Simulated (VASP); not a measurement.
Al:

```
CELL_PARAMETERS angstrom
0.00000 2.02481 2.02481
2.02481 0.00000 2.02481
2.02481 2.02481 0.00000
ATOMIC_POSITIONS crystal
Al 0.00000 0.00000 0.00000
```

* Program: VASP 6.6.1
* Task: relaxation of cell and atoms
* Functional: PBEsol
* Dispersion: rVV10
* Potentials or basis: VASP PAW PBE potentials, release 64 (Al)
* Cutoff: 600 eV
* k mesh: 11 × 11 × 11
* Occupations: fermi-dirac, width 0.05 eV
* Spin: no spin polarisation

At the start: pressure -2.0 GPa; volume 16.60 Å³/atom.

Task: How do energy, volume and symmetry change on relaxing?

Result: Over 3 steps the energy falls by 2.6 meV/atom and the volume is 16.19 Å³/atom (-2.5 %); space group Fm-3m (No. 225, to 0.05 Å).

Step by step:
```tsv
step	energy change (eV)	largest force (eV/Å)	pressure (GPa)	volume (Å³)
1	0.0000	0.0000	-2.00	16.60
2	-0.0025	0.0000	0.42	16.11
3	-0.0026	0.0000	0.00	16.19
```

Final structure:
```yaml
crystal:
  lattice:
    - [0.00000, 2.00786, 2.00786]
    - [2.00786, 0.00000, 2.00786]
    - [2.00786, 2.00786, 0.00000]
  atoms:
    - { symbol: Al, position: [0.00000, 0.00000, 0.00000] }
```

The cell as given is a measured one (16.60 Å³/atom); PBEsol+rVV10 puts the equilibrium volume -2.5 % from it, thermal expansion not counted.

Caveat: the PAW data sets were made with another functional, which shifts forces and pressure a little.
